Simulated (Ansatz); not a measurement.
LiH under changes of volume

One of the cells (8.449 Å³/atom); the others are scaled copies at fixed shape and fractional positions:

```
CELL_PARAMETERS angstrom
0.00000 2.03675 2.03675
2.03675 0.00000 2.03675
2.03675 2.03675 0.00000
ATOMIC_POSITIONS crystal
Li 0.00000 0.00000 0.00000
H 0.50000 0.50000 0.50000
```

| Item | Value |
| --- | --- |
| Program | Ansatz 0.2.0 |
| Functional | LDA |
| Potentials or basis | all-electron LAPW, scalar-relativistic |
| Cutoff | 174 eV (chosen from the basis error) |
| Basis error allowed | 0.001 eV/atom |
| k mesh | 11 × 11 × 11 |
| Occupations | fermi-dirac, width 0.05 eV |
| Spin | no spin polarisation |

| volume (Å³/atom) | energy over the lowest point (meV/atom) | pressure (GPa) | gap on the mesh (eV) |
| --- | --- | --- | --- |
| 7.942 | 0.00 | -2.2 | 2.81 |
| 8.111 | 2.73 | -2.9 | 2.82 |
| 8.280 | 6.13 | -3.5 | 2.84 |
| 8.449 | ? | ? | ? |
| 8.618 | 14.69 | -4.6 | 2.86 |
| 8.787 | 19.76 | -5.0 | 2.87 |
| 8.956 | 25.27 | -5.4 | 2.88 |

Question: What does the run at 8.449 Å³/atom give?

Answer: Energy over the lowest point 10.14 meV/atom; pressure -4.1 GPa; gap on the mesh 2.85 eV.

Worked out: A Birch-Murnaghan fit of order 3 (a polynomial in V^(-2/3)) to the other rows has no minimum within the range. It gives 10.14 meV/atom at 8.449 Å³/atom, against the run's 10.14, and -dE/dV = -4.1 GPa, against -4.1. A straight line through the other rows of the gap, of slope 0.589 eV per unit of ln V (its deformation potential), gives 2.85 eV, against the run's 2.85.

Energies are extrapolated to zero smearing.

Caveats: an odd mesh through Γ misses points on the zone boundary, where band edges often lie.
